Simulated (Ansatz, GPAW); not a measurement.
**TaN: programs and potentials compared**

```xyz
2
Lattice="0.0000 2.2113 2.2113 2.2113 0.0000 2.2113 2.2113 2.2113 0.0000" Properties=species:S:1:pos:R:3 pbc="T T T"
Ta    2.2113    2.2113    2.2113
N     0.0000    0.0000    0.0000
```

The cell comes from a database or a generator and needn't be the stable form of this composition.

Alike in all runs: task single point; functional PBE; k mesh 10 × 10 × 10; occupations gaussian, width 0.024 eV; no spin polarisation; no spin-orbit coupling. A missing gap at this level doesn't show that the real crystal is a metal. Pressure is positive in compression and, in plane waves, holds the error of the finite cutoff, which Ansatz's Pulay term estimates and takes out.

```
                        program and potentials  plane-wave cutoff (eV)                             notes  band gap (eV)  pressure (GPa)
                            Ansatz, Ansatz PAW                     420  Pulay term of +0.49 GPa included         no gap           -1.37
Ansatz, all-electron LAPW, scalar-relativistic                       -                                 -         no gap           -1.21
    GPAW, GPAW PAW data sets (gpaw-data 1.2.1)                     800                                 -         no gap           -1.58
```

None finds a gap. The pressure spans -1.58 (GPAW, GPAW PAW data sets (gpaw-data 1.2.1)) to -1.21 GPa (Ansatz, all-electron LAPW, scalar-relativistic), with all-electron results at -1.21.

The functional is the same throughout but for its coding, so the spread measures potentials, basis and numerics; runs on potential files found faulty are left out.

All three calculations describe rock-salt TaN as a metal under slight tension, so its PBE equilibrium volume is a little smaller than that of the cell used. The metallic character follows from the electron count: formally trivalent Ta keeps two d electrons after the N 2p-derived bonding bands are filled, and these partly occupy the Ta 5d bands of t2g parentage. This agrees with the known metallic conduction of cubic TaN.

Strong covalent Ta–N p–d bonding makes the lattice stiff, so pressures of this size correspond to only a small change in lattice constant, and the differences between programs to a smaller one still. Ansatz PAW lies closer to the all-electron value than GPAW does, possibly because the Ta data sets treat the core and semicore region differently. The shared negative sign supports a slight contraction, but a small hydrostatic pressure doesn't establish stability against shear or phonon distortions, which matter for stoichiometric cubic TaN.
